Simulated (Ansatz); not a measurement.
# TaS2: the cost of one run

Method: DFT LDA, scalar-relativistic, in Ansatz 0.2.0.

### 1 Starting point

The structure is trigonal, space group P-3m1 (No. 164). Conventional cell: a = 3.350 Å, b = 3.350 Å, c = 5.860 Å, α = 90.00°, β = 90.00°, γ = 120.00°. Ta (site symmetry -3m) is surrounded by 6 S at 2.43 Å. Around S (site symmetry 3m) lie 3 Ta at 2.43 Å.

Structure file:

```
Ta S
1.0
     3.35000    0.00000    0.00000
    -1.67500    2.90119    0.00000
     0.00000    0.00000    5.86000
Ta S
1 2
Cartesian
  0.0000 0.0000 0.0000
  0.0000 1.9341 1.4650
  1.6750 0.9671 4.3950
```

Atoms are numbered in the order of the input: Ta1, S2, S3.

### 2 The deformed structure

Space group P-3m1 before, P-3m1 after.

### 3 LAPW, all electrons

File input.yaml:

```yaml
crystal:
  lattice:
    - [3.3500021206, 0.0, 0.0]
    - [-1.6750010603, 2.9011869392, 0.0]
    - [0.0, 0.0, 5.6842]
  atoms:
    - { symbol: Ta, position: [0.0, 0.0, 0.0] }
    - { symbol: S, position: [0.3333333333, 0.6666666667, 0.25] }
    - { symbol: S, position: [0.6666666667, 0.3333333333, 0.75] }
kpoints:
  mp_grid: { grid: [9, 9, 5] }
  band_path:
    path:
      - [0.0, 0.0, 0.0]
      - [0.5, 0.0, 0.0]
      - [0.3333333333, 0.3333333333, 0.0]
      - [0.0, 0.0, 0.0]
      - [0.0, 0.0, 0.5]
      - [0.5, 0.0, 0.5]
      - [0.3333333333, 0.3333333333, 0.5]
      - [0.0, 0.0, 0.5]
      - [0.5, 0.0, 0.5]
    npoints: 5
scf:
  occupations: { method: fermi_dirac, width: 0.03 }
hamiltonian:
  xc: lda
  pseudopotentials: { kind: all_electron, lapw: { basis_error: 0.001 } }
output:
  forces: true
  stress: true
  eigenvalues: true
```

Launch:

```console
$ ansatz run input.yaml --threads 1 --pin off --max-ram 6144MiB --backend cpu --events-out ev --progress --plain --runs-dir out
```

**Question.** How long does this run take on 1 thread of Arm Neoverse V2, shared host, and how much memory does it need?

About 38 s, with a peak of 0.45 GiB.
